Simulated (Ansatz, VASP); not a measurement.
# One calculation of ZrC, two programs

```
Zr C
1.0
     0.00000    2.32076    2.32076
     2.32076    0.00000    2.32076
     2.32076    2.32076    0.00000
Zr C
1 1
Cartesian
  2.3208 2.3208 2.3208
  0.0000 0.0000 0.0000
```

Alike in both runs: functional LDA; k mesh 16 × 16 × 16; occupations gaussian, width 0.1 eV; no spin polarisation.

Ansatz relaxed the structure, and its values are those at the end. VASP's run is a single point on that final structure, the one shown.

```csv
,VASP,Ansatz
version,VASP 6.6.1,Ansatz 0.2.0
potentials or method,"VASP PAW LDA potentials, release 64 (Zr_sv, C)","scalar-relativistic, plane waves, PAW"
plane-wave cutoff (eV),520,420
valence electrons in the cell,16,16
```

|  | VASP | Ansatz | Ansatz less VASP |
| --- | --- | --- | --- |
| gap on the k mesh at the Fermi level (eV) | none | none | - |
| pressure (GPa) | 0.6 | 0.0 | -0.66 |

A gap of «none» marks a metal or a gap that the smearing closes.
